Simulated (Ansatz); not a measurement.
BAs: sound and stiffness along [100], [110] and [111]

Theory: Ansatz 0.2.0, DFT PBE, scalar-relativistic, plane waves, PAW. Cutoff 420 eV, 10×10×10 k-points (Γ-centred), fixed occupations. No spin polarisation.

Relaxed structure:
```
B As
1.0
     0.00000    2.40464    2.40464
     2.40464    0.00000    2.40464
     2.40464    2.40464    0.00000
B As
1 1
Cartesian
  0.0000 0.0000 0.0000
  1.2023 1.2023 1.2023
```

With ions relaxed, on the cubic axes: C11 = 267.0, C12 = 63.7, C44 = 145.0 GPa. The density is 5.119 g/cm³.

Problem. Is the crystal stable against strain, and how anisotropic is it?

Solution. Born's conditions hold: C11 + 2C12 = 394.4, C11 − C12 = 203.3 and C44 = 145.0 GPa are all positive. B = (C11 + 2C12)/3 = 131.5 GPa. The two shear moduli are C44 and C′ = (C11 − C12)/2 = 101.7 GPa, so Zener's ratio is A = C44/C′ = 1.43: the tetragonal shear C′ is the soft one, as in many fcc and bcc metals and zincblende crystals. The Cauchy pressure C12 − C44 is -81.4 GPa; it would vanish for pair forces between atoms on inversion centres at zero pressure, and a negative value is usual with directional bonding, though many-body forces give one in some ionic oxides too.

Problem. Give the sound speeds along the three symmetry directions.

Solution. The Christoffel equation gives ρv² for each branch:
| direction | branch | ρv² | GPa | v (m/s) |
| --- | --- | --- | --- | --- |
| [100] | L | C11 | 267.0 | 7222 |
| [100] | T (×2) | C44 | 145.0 | 5323 |
| [110] | L | (C11 + C12 + 2C44)/2 | 310.4 | 7787 |
| [110] | T, u ∥ [001] | C44 | 145.0 | 5323 |
| [110] | T, u ∥ [1-10] | (C11 − C12)/2 | 101.7 | 4456 |
| [111] | L | (C11 + 2C12 + 4C44)/3 | 324.8 | 7966 |
| [111] | T (×2) | (C11 − C12 + C44)/3 | 116.1 | 4763 |

In a piezoelectric crystal some branches stiffen further, which is left out.

Problem. How does Young's modulus depend on direction?

Solution. Inverting gives S11 = 4.124, S12 = -0.794, S44 = 6.895 TPa⁻¹. Along a unit vector (l, m, n), 1/E = S11 − 2(S11 − S12 − S44/2)(l²m² + m²n² + n²l²), where the last bracket is 0, 1/4 and 1/3 for [100], [110] and [111]: E = 242, 295 and 318 GPa. With A > 1 the body diagonal is stiffest. For a film on (001), the biaxial modulus is C11 + C12 − 2C12²/C11 = 300 GPa and the normal strain is −2C12/C11 = -0.48 times the in-plane one.

BAs comes out as a stiff, moderately anisotropic crystal whose resistance to shear is large compared with its bulk modulus, as expected for a strongly directional, nearly nonpolar sp³ network. The anisotropy follows from the bond geometry. A tetragonal shear leaves the lengths of the ⟨111⟩ bonds unchanged to first order and is resisted mainly by bond-angle forces, giving C′ = 101.7 GPa. The C44 shear also stretches and compresses bonds, and although the sublattices can shift to relieve part of this, it remains the stiffer at 145.0 GPa. The same contrast makes the [1-10]-polarised transverse wave along [110] the slowest branch and places the highest longitudinal speed and Young's modulus along [111], a bond direction. PBE tends to overestimate bond lengths in such semiconductors, so the absolute moduli are probably somewhat low, while the directional ordering should be more robust. The long-wavelength sound speeds alone do not account for the well-known high thermal conductivity of BAs, which also depends on the acoustic–optical phonon gap and on anharmonic scattering.
